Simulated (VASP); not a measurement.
# WC (P-6m2) in VASP: single point with PBE

Aim: the single point of WC with PBE.

Program: VASP 6.6.1. These are calculated values, not measurements. Logs are shortened: lines on timing, memory, paths and dates and some standing lists are left out, and cuts for length are marked.

## Step 1: The crystal as given

Symmetry: P-6m2, No. 187, hexagonal system. The conventional cell has a = 2.924 Å, b = 2.924 Å, c = 2.850 Å, α = 90.00°, β = 90.00°, γ = 120.00°. W (site symmetry -6m2) has 6 C at 2.21 Å as nearest neighbours. Around C (site symmetry -6m2) lie 6 W at 2.21 Å.

## Step 2: Single point, PBE

File INCAR:

```
PREC = Accurate ; ENCUT = 520
EDIFF = 1E-6 ; ISMEAR = 1
SIGMA = 0.1 ; LREAL = False
LASPH = True ; NELM = 80
ALGO = Fast ; ISIF = 2
LWAVE = False ; LCHARG = False
GGA = PE ; NBANDS = 16
ICORELEVEL = 1
```

File KPOINTS:

```
Automatic mesh
0
Gamma
  14 10 28
```

File POSCAR:

```
WC
1.0
    2.9239164000      0.0000000000      0.0000000000
   -1.4619581000      3.8120883700      0.0000000000
    0.0000000000     -2.1300789500      1.8928319700
W C
1 1
Direct
    0.0000000000      0.0000000000      0.0000000000
    0.3333340000      0.6666670000      0.1666670000
```

Potentials or basis: VASP PAW PBE potentials, release 64 (W_sv, C).

On the command line:

```sh
$ cat potpaw_PBE.64/W_sv/POTCAR potpaw_PBE.64/C/POTCAR > POTCAR
$ mpirun -np 1 vasp_std > vasp.out
```

OUTCAR:

```text
PREC = Accurate
   ENCUT = 520
   EDIFF = 1E-6
   ISMEAR = 1
   LREAL = False
   LASPH = True
   NELM = 80
   ISIF = 2
   GGA = PE

 ion  position               nearest neighbor table
   1  0.000  0.000  0.000-   2 2.21   2 2.21   2 2.21   2 2.21   2 2.21   2 2.21
   2  0.333  0.667  0.167-   1 2.21   1 2.21   1 2.21   1 2.21   1 2.21   1 2.21

  LATTYP: Found a hexagonal cell.
 ALAT       =     2.9239170006
 C/A-ratio  =     0.9745728083

  Lattice vectors:

 A1 = (  -1.4619583000,  -1.6820094200,  -1.8928319700)
 A2 = (   2.9239164000,   0.0000000000,   0.0000000000)
 A3 = (   0.0000000000,  -2.1300789500,   1.8928319700)

Analysis of symmetry for initial positions (statically):
=====================================================================
 Subroutine PRICEL returns:
 Original cell was already a primitive cell.

 Routine SETGRP: Setting up the symmetry group for a
 hexagonal supercell.

 Subroutine GETGRP returns: Found 12 space group operations
 (whereof 12 operations were pure point group operations)
 out of a pool of 24 trial point group operations.

The static configuration has the point symmetry D_3h.

Analysis of symmetry for dynamics (positions and initial velocities):
=====================================================================
 Subroutine PRICEL returns:
 Original cell was already a primitive cell.

 Routine SETGRP: Setting up the symmetry group for a
 hexagonal supercell.

 Subroutine GETGRP returns: Found 12 space group operations
 (whereof 12 operations were pure point group operations)
 out of a pool of 24 trial point group operations.

The dynamic configuration has the point symmetry D_3h.

 Subroutine INISYM returns: Found 12 space group operations
 (whereof 12 operations are pure point group operations),
 and found     1 'primitive' translations

----------------------------------------------------------------------------------------

                                     Primitive cell

  volume of cell :      21.0979

  direct lattice vectors                    reciprocal lattice vectors
     2.923916400  0.000000000  0.000000000     0.342007042  0.131161693  0.147601460
    -1.461958100  3.812088370  0.000000000     0.000000000  0.262323405  0.295202940
     0.000000000 -2.130078950  1.892831970     0.000000000  0.000000000  0.528308913

  length of vectors
     2.923916400  4.082810212  2.849570003     0.394915684  0.394915617  0.528308913

  position of ions in fractional coordinates (direct lattice)
[... 106 lines left out ...]
   NFREE  =      0    steps in history (QN), initial steepest desc. (CG)
   ISIF   =      2    stress and relaxation
   ISYM   =      2    0-nonsym 1-usesym 2-fastsym
   POTIM  = 0.5000    time-step for ionic-motion
   TEBEG  =    0.0;   TEEND  =   0.0 temperature during run
   PSTRESS=    0.0 pullay stress
   NELECT =      18.0000    total number of electrons
   NUPDOWN=      -1.0000    fix difference up-down
   EMIN   =  10.00;   EMAX   =-10.00  energy-range for DOS
   EFERMI =   0.00;   METHOD = LEGACY
   ISMEAR =     1;   SIGMA  =   0.10  broadening in eV -4-tet -1-fermi 0-gaus
   EFERMI_NEDOS =   21; number of points for ismear=-14 and -15
   IALGO  =     68    algorithm
   IMIX   =      4    mixing-type and parameters
     AMIX     =   0.40;   BMIX     =  1.00
     AMIX_MAG =   1.60;   BMIX_MAG =  1.00
  volume/ion in A,a.u.               =      10.55        71.19
  Fermi-wavevector in a.u.,A,eV,Ry     =   1.552693  2.934165 32.801693  2.410856
  Thomas-Fermi vector in A             =   2.657032
   LORBIT       =      0    0 simple, 1 ext, 2 COOP (PROOUT), +10 PAW based schemes
   GGA     = PE    functional components
   LHFCALC =     F    Hartree Fock is set to
   AEXX    =    0.0000 exact exchange contribution
   IVDW    =     0    specifies the selected vdW correction
   LEPSILON=     F    determine dielectric tensor
   LRPA    =     F    only Hartree local field effects (RPA)
 non-spin polarized calculation
 RMM-DIIS sequential band-by-band and
 Methfessel and Paxton  Order N= 1 SIGMA  =   0.10
  energy-cutoff  :      520.00
  volume of cell :       21.10
 maximum number of plane-waves:       599
 NGX is ok and might be reduce to    24
   NGX = 11   NGY = 15   NGZ = 11

 number of electron      18.0000000 magnetization

 Free energy of the ion-electron system (eV)
  ---------------------------------------------------
  ext. energy  EPLUGINS =         0.00000000
  ---------------------------------------------------
  free energy    TOTEN  =       -22.44910270 eV

  energy without entropy =      -22.44904323  energy(sigma->0) =      -22.44908287

 the core state eigenenergies are
   1-  1s -69452.1296  2s -11972.7185  2p -10466.3217  3s  -2745.3316  3p  -2299.4447
       3d  -1787.4058  4s   -553.8019  4p   -407.5908  4d   -222.4753  4f    -17.3839

   2-  1s   -254.4711

 E-fermi :  10.8289     XC(G=0): -13.7079

 val. band max:       10.8213215031   @ k =  -0.0714   0.1000   0.4643
 cond. band min:      10.8308240521   @ k =   0.4286   0.2000   0.0000
 fundamental gap:      0.0095025490
 Fermi energy:        10.8289340499

 k-point     1 :       0.0000    0.0000    0.0000
  band No.  band energies     occupation
      1     -63.1976      2.00000
      2     -27.1746      2.00000
      3     -27.0835      2.00000
      4     -27.0835      2.00000
      5      -3.4797      2.00000
      6       6.6257      2.00000
[... 277 lines left out ...]
 k-point    16 :       0.5000    0.1000   -0.0000
  band No.  band energies     occupation

------------------------ aborting loop because EDIFF is reached ----------------------------------------

  FORCE on cell =-STRESS in cart. coord.  units (eV):
  Direction    XX          YY          ZZ          XY          YZ          ZX
  --------------------------------------------------------------------------------------
  -------------------------------------------------------------------------------------
  Total        0.0337165      0.0248994      0.0267541      0.0000000      0.0078351      0.0000000
  in kB        2.5604335      1.8908618      2.0317088      0.0000001      0.5949963      0.0000001
  external PRESSURE =       2.1610014 kB  Pullay stress =       0.0000000 kB

 VOLUME and BASIS-vectors are now :
 -----------------------------------------------------------------------------
  energy-cutoff  :      520.00
  volume of cell :       21.10
      direct lattice vectors                 reciprocal lattice vectors
     2.923916400  0.000000000  0.000000000     0.342007042  0.131161693  0.147601460
    -1.461958100  3.812088370  0.000000000     0.000000000  0.262323405  0.295202940
     0.000000000 -2.130078950  1.892831970     0.000000000  0.000000000  0.528308913

 POSITION                                       TOTAL-FORCE (eV/Angst)
 -----------------------------------------------------------------------------------
      0.00000      0.00000      0.00000        -0.000000     -0.000000      0.000000
      0.00000      2.18638      0.31547         0.000000      0.000000      0.000000
 -----------------------------------------------------------------------------------
    total drift:                               -0.000335     -0.000130     -0.000146

  FREE ENERGIE OF THE ION-ELECTRON SYSTEM (eV)
  ---------------------------------------------------
  free  energy   TOTEN  =       -22.4491026951 eV

  energy  without entropy=      -22.4490432332  energy(sigma->0) =      -22.44908287
```

Run time: 5 min. Hardware: 1 thread of AMD EPYC 9R45 (Zen 5), shared host; peak memory 0.59 GiB.

Results:

```yaml
Free_energy: -22.4491 eV
Pressure: 0.2 GPa
Band_gap_on_the_k_mesh: none (metal or under the smearing width)
```

Core levels (eV, on the scale of the bands):
| atom | levels |
| --- | --- |
| 1 W | 1s -69452.1, 2s -11972.7, 2p -10466.3, 3s -2745.3, 3p -2299.4, 3d -1787.4, 4s -553.8, 4p -407.6, 4d -222.5, 4f -17.4 |
| 2 C | 1s -254.5 |

Spin-orbit coupling is left out, which matters for the levels of W.
